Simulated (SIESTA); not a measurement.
LiCl:

```
Cl Li
1.0
     0.00000    2.56477    2.56477
     2.56477    0.00000    2.56477
     2.56477    2.56477    0.00000
Cl Li
1 1
Direct
  0.50000 0.50000 0.50000
  0.00000 0.00000 0.00000
```

Base run:

```yaml
Program: SIESTA 5.4.2
Functional: BLYP
Potentials_or_basis: PseudoDojo 0.4 standard (PBE files)
Basis: DZP (energy shift 0.003 Ry; two zetas on semicore shells)
Grid_cutoff: 800 Ry
Energy_shift: 0.003 Ry
k_mesh: 9 × 9 × 9
Occupations: fermi-dirac, width 0.05 eV
Spin: no spin polarisation
```

Its results: band gap on the k mesh 6.71 eV, direct; pressure 2.5 GPa.

Question: The run is repeated on the same cell with these changes: functional from BLYP to vdW-DF-cx. What comes out?

Answer: Band gap on the k mesh 6.58 eV, direct; pressure 0.0 GPa.

Caveats: the potentials were made for another functional, which shifts forces and pressure; the basis of atomic orbitals isn't converged, which shifts pressures, moduli and gaps.
